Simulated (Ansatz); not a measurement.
# FeO (I4/mmm) in Ansatz: band structure with HSEsol

Aim: the band structure of FeO with HSEsol.

Everything below comes from runs of Ansatz 0.2.0. Logs are shortened: lines on timing, memory, paths and dates and some standing lists are left out, and cuts for length are marked.

### Step 1. The crystal as given

The structure is tetragonal, space group I4/mmm (No. 139). Conventional cell: a = 3.204 Å, b = 3.204 Å, c = 4.167 Å, α = 90.00°, β = 90.00°, γ = 90.00°. Fe (site symmetry 4/mmm) is surrounded by 6 O at 2.08 to 2.27 Å. O (site symmetry 4/mmm) is surrounded by 6 Fe at 2.08 to 2.27 Å.

The cell comes from a database or a generator and needn't be the stable form of this composition.

### Step 2. Band structure, HSEsol, collinear spin, ferromagnetic start

Contents of input.yaml:

```yaml
crystal:
  lattice:
    - [-1.602103413, 1.602103413, 2.08339225]
    - [1.602103413, -1.602103413, 2.08339225]
    - [1.602103413, 1.602103413, -2.08339225]
  atoms:
    - { symbol: Fe, position: [0.0, 0.0, 0.0], spin: 3.0 }
    - { symbol: O, position: [0.5, 0.5, 0.0] }
hamiltonian:
  xc:
    exchange: hjs_pbesol
    correlation: pbesol
    exx: { coeff: 0.25, omega: 0.207 }
  pseudopotentials: { kind: paw }
magnetization:
  spin_polarized: true
kpoints:
  mp_grid: { grid: [6, 6, 6] }
  band_path:
    path:
      - [[0.0, 0.0, 0.0], [0.0, 0.0, 0.5], [-0.2956711885, 0.2956711885, 0.5], [-0.3978355942, 0.3978355942, 0.3978355942], [0.0, 0.0, 0.0], [0.5, 0.5, -0.5], [0.3978355942, 0.6021644058, -0.3978355942], [0.0, 0.5, 0.0], [0.25, 0.25, 0.25], [0.5, 0.5, -0.2956711885], [0.5, 0.5, -0.5]]
      - [[0.0, 0.0, 0.5], [0.25, 0.25, 0.25]]
    npoints: 4
scf:
  occupations: { method: fermi_dirac, width: 0.05 }
  n_extra_bands: 6
output:
  forces: true
  stress: true
  eigenvalues: true
  fatbands: false
```

Potentials or basis: Ansatz PAW.

Run with:

```
ansatz run input.yaml --threads 2 --pin off --max-ram 5632MiB --backend cpu --events-out ev --progress --plain --runs-dir out
```

The log of the run:

```text
Warning: output.stress: scf.convergence.dr2_threshold = 1e-7 eV (the SCF's general default) is looser than the 2e-10 eV advised for a printed stress (1e-10 eV for each atom of the cell: 2). What an SCF threshold leaves in a stress goes as its square root, and in the free energy as the threshold itself, and one threshold admits the most on a small cell: of the crystals measured, under no hybrid functional and no lock of the moments, on runs that ended without the residual-converged pass, on stresses that held no estimate of that error, the worst erred by over 100 MPa in a component at 1e-7 eV an atom and by under 5 at 1e-10. Set scf.convergence.dr2_threshold to 2e-10 eV or tighter. The threshold is an SCF's pass mark: one that does not reach it within its budget of iterations ends unconverged, or closes short of it on a stop that the run arms, and scf.convergence.dr2_threshold's page says what that costs each kind of run
Warning: output.stress: scf.exx.energy_threshold = 1e-6 eV is looser than the 2e-8 eV advised for a stress under a hybrid functional (1e-8 eV for each atom of the cell: 2). Every SCF of the exchange loop can meet its threshold on dr2 while the loop round them stops early: no threshold on dr2 bounds what that leaves in the stress. Set scf.exx.energy_threshold to 2e-8 eV or tighter. The threshold is the loop's pass mark: a loop that does not reach it within its budget of cycles ends unconverged, and scf.exx.energy_threshold's page has the law
Warning: RAYON_NUM_THREADS=2 ignored (pool sized by the plan → 2); use --threads N
scf.n_extra_bands = 6 over 11 filled bands (N_el = 22.0): the run solves 17 bands
Engine: ansatz 0.2.0, x86_64-unknown-linux-gnu
Pseudopotentials: kind: paw
Pseudopotential: Fe, paw, valence charge 16, recommended cutoff 420 eV (normal), Fe.paw.azcp
Pseudopotential: O, paw, valence charge 6, recommended cutoff 420 eV (normal), O.paw.azcp
Functional definition: unnamed
  parameter a_1 = 0.25
  parameter omega_1 = 0.207/angstrom
  exchange = pbe_x(mu = 0.12345679012345678) + (-a_1)*hjs_pbesol_x_sr(omega_1) + a_1*exact_x_sr(omega_1)
  correlation = pbe_c(beta = 0.046)
Crystal: 2 atoms, lattice volume = 21.390 Å³
Basis set: ecut = 420 eV, 411 PW (Γ), exchange–correlation on 48×48×48 points (8 copies of the dense FFT grid, shifted against one another)
Bands: 17, of which v1, the nominal top of the filled ones, is band 11 counted from 1 (10 counted from 0)
Symmetry: 16 space group operations
Space group: I4/mmm (ITA 139), of the structure as read, at distance tolerance 2.8e-5 Å
Magnetic group: BNS 139.531 (UNI 1191), of the structure as read, at distance tolerance 2.8e-5 Å
k-points: 30 of 216
Non-local potential: Fe, projectors of the file, l = 0: 3, l = 1: 2, l = 2: 3, l = 3: 1
Non-local potential: O, projectors of the file, l = 0: 2, l = 1: 2, l = 2: 1
PAW form: soft (Blöchl's): semilocal exchange-correlation on the pseudo side does not see the compensation charge
PAW frozen core: Fe, regenerated for the run's functional, and the local potential with it (the file was generated under x = pbe(κ = 0.804, μ = 0.2195149727645171), c = pbe(β = 0.06672455060314922))
PAW frozen core: O, regenerated for the run's functional, and the local potential with it (the file was generated under x = pbe(κ = 0.804, μ = 0.2195149727645171), c = pbe(β = 0.06672455060314922))
PAW one-centre angular grid: Fe, 590 points (default); XC on 64 Gauss nodes
PAW one-centre angular grid: O, 110 points (default); XC on 64 Gauss nodes
Initial density: superposition of atomic densities (chi_scale 0.1, normalization cell, long waves kept (reshape's long-wave potential 0.00 eV rms))
Starting moments: Σ|m| = 3 μB on 1 of 2 sites
Initial wavefunctions: pseudopotential atomic-orbital guess
Functional: x = pbesol(κ = 0.804, μ = 0.12345679012345678), c = pbesol(β = 0.046), warm-up for x = hjs_pbesol + 0.25 (exact − hjs_pbesol) at short range (ω = 0.207 Å⁻¹), c = pbesol(β = 0.046)
SCF iter   1: F=—  HF=-5010.871448 eV  |F-HF|=—  |Δ(HF+E_count)|=         —  Δρ=2.77e-1 (↑1.37e-1 ↓2.77e-1)  dr2=3.30e1  dr2_m=1.54e0  M=1.844 μB ∫|m|=1.844 μB  β_m=0.30  ethr=1.00e-1  ⟨swp⟩=5.8  Hψ=3038  notcnv=0
preconditioner: auto → none  [metal: Δε(μ)=0.013 eV  Ē_g=12.793 eV  σ=0.050 eV  W_gap=0.07  n_scr=8 (ndim 8)  ℏωp=30.0 eV  f_vac=0.000  D(μ)=2.50/eV (n_scr^D=26)  sad-step TF]
iter 2 solved again at ethr=9.75e-3 eV; its pass at ethr=1.00e-1 eV (dr2=2.15e0 eV) is discarded
SCF iter   2: F=—  HF=-5008.606233 eV  |F-HF|=—  |Δ(HF+E_count)|=    2.27e0  Δρ=1.38e-1 (↑8.06e-2 ↓1.38e-1)  dr2=2.26e0  dr2_m=1.70e0  M=3.832 μB ∫|m|=3.832 μB  β_m=1.00  ethr=9.75e-3  ⟨swp⟩=2.6  Hψ=4251  notcnv=0
SCF iter   3: F=—  HF=-5008.080095 eV  |F-HF|=—  |Δ(HF+E_count)|=   5.26e-1  Δρ=4.01e-2 (↑3.20e-2 ↓4.01e-2)  dr2=6.43e-1  dr2_m=3.63e-2  M=3.973 μB ∫|m|=3.973 μB  β_m=1.00  ethr=9.75e-3  ⟨swp⟩=2.5  Hψ=2083  notcnv=0
SCF iter   4: F=—  HF=-5008.296034 eV  |F-HF|=—  |Δ(HF+E_count)|=   2.16e-1  Δρ=1.51e-2 (↑8.15e-3 ↓1.51e-2)  dr2=3.92e-2  dr2_m=9.81e-3  M=3.900 μB ∫|m|=3.902 μB  β_m=0.30  ethr=2.92e-3  ⟨swp⟩=3.0  Hψ=2526  notcnv=0
Mixer restart at iter 4: flushing history
[... 28 lines left out ...]
SCF 2 stopped early in 8 iterations: F = -5019.190721 eV  dr2 = 2.61e-1
hybrid outer 1: dexx = +1.275e0 eV, tail = 1.28e0 eV
Exchange kernel: α = 0.2500, screened, ω = 0.2070 Å⁻¹, Wigner–Seitz truncation, v(0) = 1049.7955 eV·Å³, q-mesh 6×6×6, nearest image of the exchange supercell L = 18.47 Å, pair-density grid 15×15×15, without the augmentation charges, whose exchange is taken in its separable form by FFT convolution over the k-point mesh (sized by the pseudopotential files, 18×18×18 at the most), smooth part of the exact exchange by density-matrix convolution
Frozen-core exchange: fock
SCF iter   1: F=—  HF=-5019.399725 eV  |F-HF|=—  |Δ(HF+E_count)|=         —  Δρ=1.68e-2 (↑5.16e-3 ↓1.68e-2)  dr2=2.63e-2  dr2_m=1.58e-2  M=4.000 μB ∫|m|=4.011 μB  β_m=0.30  ethr=1.69e-2  ⟨swp⟩=2.0  Hψ=2040  notcnv=0
preconditioner: auto → none  [insulator: Δε(μ)=0.717 eV  Ē_g=16.059 eV  σ=0.050 eV  W_gap=1.00  n_scr=8 (ndim 8)  ℏωp=30.0 eV  f_vac=0.000  D(μ)=0.00/eV (n_scr^D=0)]
SCF iter   2: F=—  HF=-5019.411432 eV  |F-HF|=—  |Δ(HF+E_count)|=   1.17e-2  Δρ=1.23e-2 (↑3.99e-3 ↓1.23e-2)  dr2=1.18e-2  dr2_m=8.65e-3  M=4.000 μB ∫|m|=4.008 μB  β_m=0.41  ethr=1.14e-4  ⟨swp⟩=3.4  Hψ=2668  notcnv=0
SCF iter   3: F=—  HF=-5019.411142 eV  |F-HF|=—  |Δ(HF+E_count)|=   2.90e-4  Δρ=7.12e-3 (↑2.13e-3 ↓7.12e-3)  dr2=2.10e-3  dr2_m=3.41e-3  M=4.000 μB ∫|m|=4.007 μB  β_m=0.63  ethr=5.18e-5  ⟨swp⟩=2.8  Hψ=2085  notcnv=0  defer=2
SCF iter   4: F=—  HF=-5019.412905 eV  |F-HF|=—  |Δ(HF+E_count)|=   1.76e-3  Δρ=2.54e-3 (↑2.00e-3 ↓2.54e-3)  dr2=3.39e-3  dr2_m=1.09e-4  M=4.000 μB ∫|m|=4.006 μB  β_m=0.73  ethr=9.46e-6  ⟨swp⟩=3.5  Hψ=2680  notcnv=0  defer=1
SCF iter   5: F=—  HF=-5019.411871 eV  |F-HF|=—  |Δ(HF+E_count)|=   1.03e-3  Δρ=6.98e-4 (↑6.98e-4 ↓5.63e-4)  dr2=1.63e-4  dr2_m=1.60e-5  M=4.000 μB ∫|m|=4.006 μB  β_m=0.69  ethr=9.46e-6  ⟨swp⟩=2.8  Hψ=2011  notcnv=0
SCF iter   6: F=—  HF=-5019.411817 eV  |F-HF|=—  |Δ(HF+E_count)|=   5.39e-5  Δρ=2.12e-4 (↑1.43e-4 ↓2.12e-4)  dr2=3.60e-6  dr2_m=5.09e-6  M=4.000 μB ∫|m|=4.006 μB  β_m=0.81  ethr=7.30e-7  ⟨swp⟩=3.0  Hψ=1937  notcnv=0
SCF iter   7: F=-5019.411819 eV  HF=-5019.411819 eV  |F-HF|=7.74e-7  |Δ(HF+E_count)|=   2.77e-6  Δρ=8.63e-5 (↑2.91e-5 ↓8.63e-5)  dr2=1.08e-6  dr2_m=4.93e-7  M=4.000 μB ∫|m|=4.005 μB  ethr=1.55e-8  ⟨swp⟩=4.0  Hψ=2800  notcnv=0
SCF 3 stopped early in 7 iterations: F = -5019.411819 eV  dr2 = 1.08e-6
hybrid outer 2: dexx = +1.682e-2 eV, tail = 4.82e-5 eV, Δε = 1.32e0 eV (about 1.53e-2 eV left of the loop's levels)
Exchange kernel: α = 0.2500, screened, ω = 0.2070 Å⁻¹, Wigner–Seitz truncation, v(0) = 1049.7955 eV·Å³, q-mesh 6×6×6, nearest image of the exchange supercell L = 18.47 Å, pair-density grid 15×15×15, without the augmentation charges, whose exchange is taken in its separable form by FFT convolution over the k-point mesh (sized by the pseudopotential files, 18×18×18 at the most), smooth part of the exact exchange by density-matrix convolution
Frozen-core exchange: fock
SCF iter   1: F=—  HF=-5019.411988 eV  |F-HF|=—  |Δ(HF+E_count)|=         —  Δρ=5.57e-5 (↑5.57e-5 ↓3.54e-5)  dr2=7.07e-7  dr2_m=1.04e-7  M=4.000 μB ∫|m|=4.005 μB  β_m=0.30  ethr=1.10e-6  ⟨swp⟩=2.9  Hψ=2193  notcnv=0
preconditioner: auto → none  [insulator: Δε(μ)=1.058 eV  Ē_g=16.048 eV  σ=0.050 eV  W_gap=1.00  n_scr=8 (ndim 8)  ℏωp=30.0 eV  f_vac=0.000  D(μ)=0.00/eV (n_scr^D=0)]
SCF iter   2: F=—  HF=-5019.411989 eV  |F-HF|=—  |Δ(HF+E_count)|=   1.01e-6  Δρ=3.99e-5 (↑3.99e-5 ↓2.56e-5)  dr2=1.92e-7  dr2_m=1.02e-7  M=4.000 μB ∫|m|=4.005 μB  β_m=0.41  ethr=2.93e-9  ⟨swp⟩=4.0  Hψ=2757  notcnv=0
SCF iter   3: F=—  HF=-5019.411989 eV  |F-HF|=—  |Δ(HF+E_count)|=   7.69e-8  Δρ=2.18e-5 (↑1.45e-5 ↓2.18e-5)  dr2=3.85e-8  dr2_m=4.16e-8  M=4.000 μB ∫|m|=4.005 μB  β_m=0.54  ethr=8.54e-10  ⟨swp⟩=3.2  Hψ=1986  notcnv=0
SCF iter   4: F=—  HF=-5019.411989 eV  |F-HF|=—  |Δ(HF+E_count)|=   1.68e-8  Δρ=1.27e-5 (↑1.27e-5 ↓5.88e-6)  dr2=1.54e-8  dr2_m=1.15e-8  M=4.000 μB ∫|m|=4.005 μB  β_m=0.59  ethr=1.71e-10  ⟨swp⟩=3.1  Hψ=2246  notcnv=0  defer=1
SCF iter   5: F=-5019.411989 eV  HF=-5019.411989 eV  |F-HF|=5.16e-10  |Δ(HF+E_count)|=   3.97e-9  Δρ=2.29e-6 (↑2.00e-6 ↓2.29e-6)  dr2=6.20e-10  dr2_m=5.42e-10  M=4.000 μB ∫|m|=4.005 μB  ethr=6.88e-11  ⟨swp⟩=3.0  Hψ=2003  notcnv=0  defer=2
SCF 4 converged in 5 iterations: F = -5019.411989 eV  dr2 = 6.20e-10
  Residual-converged pass: ⟨swp⟩=3.0  Hψ=1970  notcnv=0  max |occ|·‖R‖ = 2.4e-6 eV (tolerance 2.4e-6 eV)  dr2=7.26e-10  dr2_m=5.56e-10  dr2_onsite=3.99e-10  max |Δocc| = 1.3e-14
hybrid outer 3: dexx = +6.756e-7 eV, tail = 5.32e-8 eV, Δε = 6.01e-3 eV (about 2.29e-4 eV left of the loop's levels)
at 3 of the mixer's solves, all of them in the SCFs whose states led to this one, it left a direction of its history that read negative out of its fit and stepped the other way along it
NSCF: frozen V_eff on 46 k-points
this state was not tested for a lower state beside it, because the functional holds exact exchange (a hybrid, or Hartree-Fock), whose exchange loop this test does not read (fock_operator); the stability check (scf.self_checks: high) cannot read this state: a pseudopotential is PAW: the check reads norm-conserving sets alone
hybrid SCF converged: 3 outer / 20 inner (+13 warm-up), last move |dexx| = 6.76e-7 eV, tail = 5.32e-8 eV
Magnetization: 4.0000 μB (13.0000 up, 9.0000 down)
Absolute magnetization: 4.0054 μB (∫|ρ↑−ρ↓|, with the PAW one-centre terms)
Spin contamination: 0.0059 ħ² per cell (⟨S²⟩ above its minimum at these occupations)
Per-site moments (μB) at R_I (Å): [(3.446984059170201, 0.8593993031250001), (0.22841823941673234, 0.8593993031250001)]
Free energy (F): -5019.411989 eV
Frozen-core exchange: fock
Harris-Foulkes:  -5019.411989 eV  (|F-HF|=5.16e-10)
Internal energy: -5019.411988 eV  (E = F + TS)
E sigma→0 (E₀):  -5019.411989 eV
Entropy (-TS):   -0.000001 eV (-0.000 meV/atom)
Fermi energy:    12.711167 eV
--- Per-component energies (eV) ---
  E_band       = -350.413076
  E_kinetic    = 513.844212
  E_local      = -2702.321407  (includes V_loc(G=0)·N_el)
  E_nonlocal   = 285.660385
  E_hartree    = 1100.830477
  E_xc         = -148.530304
  E_vxc        = -189.495870  (∫ρ·V_xc dr)
  E_exx        = -95.732451  (= α·E_x^exact, valence–valence)
  E_paw        = -1448.039797  (= ΣΔE_a)
  E_vpaw       = -268.300886  (= ΣTr[D̂ρ^β])
  E_aug_tail   = 0.002904  (compensation charges beyond the density's cutoff)
  E_ewald      = -2525.052183
  E_core_change = -0.073822  (= ΣΔE_core)
  E_smearing   = -0.000001  (= −TS)
  E_closure    = -0.000002  (closes the sum)
  Σ components = -5019.411989   (vs F -5019.411989, Δ=-9.09e-13)
--- Forces (eV/Å), atoms counted from 1 ---
  atom   1  Fe    -0.00000000     0.00000000     0.00000000
  atom   2  O      0.00000000     0.00000000     0.00000000
  max |Σ_I F_I| component: 3.16e-30 eV/Å
--- Stress (GPa, compression-positive) ---
       -7.799414      -0.000000       0.000000
       -0.000000      -7.799414       0.000000
        0.000000       0.000000     -14.604166
  P = ⅓ Tr σ = -10.0677 GPa (-100.677 kbar)
--- Band table (eV; the first three rows and the last of 60) ---
  k-point 0 ↑: bands = ["-82.4897", "-48.3224", "-46.6817", "-46.6817", "-9.6054", "6.7437", "6.7437", "6.9906", "7.5981", "8.2470", "8.6368", "8.6469", "8.6469", "13.4562", "28.7574", "30.1737", "30.1737"]
  k-point 1 ↑: bands = ["-82.4884", "-48.3268", "-46.6922", "-46.6843", "-9.3208", "5.5775", "6.5795", "6.6146", "7.2836", "7.8802", "8.3882", "9.3211", "9.4430", "15.4909", "26.3065", "27.5447", "28.9016"]
  k-point 2 ↑: bands = ["-82.4856", "-48.3355", "-46.7125", "-46.6892", "-8.8033", "4.6089", "6.2590", "6.7036", "7.4005", "7.6540", "8.2195", "8.9960", "9.5982", "18.2795", "22.9623", "24.7062", "28.0533"]
  k-point 29 ↓: bands = ["-77.1571", "-41.6446", "-41.4897", "-41.4897", "-7.7704", "5.5571", "7.8342", "7.8342", "9.6117", "16.1762", "16.7005", "16.7005", "17.0397", "20.3473", "23.8296", "24.6806", "28.8533"]
```

Wall time 5.9 min (2 threads of Intel Xeon at 2.70GHz, shared host); peak memory 0.87 GiB.

What came out:

```
Free energy             : -5019.4120 eV
Pressure                : -10.1 GPa
Band gap on the k mesh  : 1.06 eV, indirect (least direct gap 1.08 eV)
Band gap along the path : 1.05 eV, indirect (least direct gap 1.08 eV)
Net moment              : 4.00 μB per cell
Absolute moment         : 4.01 μB per cell
Site moments            : Fe +3.45; O +0.23 μB
```

Levels at the corners of the path, in eV from the valence-band top:
Spin up:
```
point  band 11  band 12  band 13  band 14  band 15  band 16
    Γ    -3.49    -3.48    -3.48     1.33    16.63    18.04
    X    -4.32    -3.82    -2.74     6.58    10.00    12.09
    Y    -4.19    -3.21    -2.45     8.50    10.36    10.94
    S    -4.21    -3.37    -2.75     7.77    10.36    10.88
    Γ    -3.49    -3.48    -3.48     1.33    16.63    18.04
    Z    -4.38    -4.26    -4.04     6.80    10.89    11.61
   S1    -4.21    -3.37    -2.75     7.77    10.36    10.88
    N    -2.79    -0.95    -0.66     5.33    10.08    12.98
    P    -3.72    -2.74    -2.50     9.31    10.03    10.03
   Y1    -4.19    -3.21    -2.45     8.50    10.36    10.94
    Z    -4.38    -4.26    -4.04     6.80    10.89    11.61
    X    -4.32    -3.82    -2.74     6.58    10.00    12.09
    P    -3.72    -2.74    -2.50     9.31    10.03    10.03
```
Spin down:
```
point  band 6  band 7  band 8  band 9  band 10  band 11  band 12  band 13
    Γ   -3.21   -2.75   -2.75   -1.04     1.74     2.62     2.62     3.63
    X   -6.67   -4.41   -3.68   -0.03     1.05     3.76     4.67     4.84
    Y   -6.02   -5.62   -4.81   -1.00     3.64     4.21     4.61     5.50
    S   -6.29   -5.45   -4.36   -1.56     4.23     4.33     4.40     5.40
    Γ   -3.21   -2.75   -2.75   -1.04     1.74     2.62     2.62     3.63
    Z   -6.57   -4.30   -4.30   -2.52     4.05     4.57     4.57     4.91
   S1   -6.29   -5.45   -4.36   -1.56     4.23     4.33     4.40     5.40
    N   -7.73   -4.81   -4.37   -0.18     4.21     4.28     5.86     5.99
    P   -5.74   -5.66   -5.66   -0.02     3.75     3.75     4.63     4.86
   Y1   -6.02   -5.62   -4.81   -1.00     3.64     4.21     4.61     5.50
    Z   -6.57   -4.30   -4.30   -2.52     4.05     4.57     4.57     4.91
    X   -6.67   -4.41   -3.68   -0.03     1.05     3.76     4.67     4.84
    P   -5.74   -5.66   -5.66   -0.02     3.75     3.75     4.63     4.86
```

Caveat: the k mesh is coarse (spacing up to 0.46 Å⁻¹), so the values aren't converged, least of all with exact exchange; the magnetic or orbital state may not be the lowest; the pressure holds a Pulay correction of +0.7 GPa for the finite cutoff; a cell with one magnetic atom can't hold antiferromagnetic order, which such compounds often take; the PAW data sets come from PBE, with cores solved anew for the run's functional, which leaves a small shift of forces and pressure; the thresholds are loose for stress.
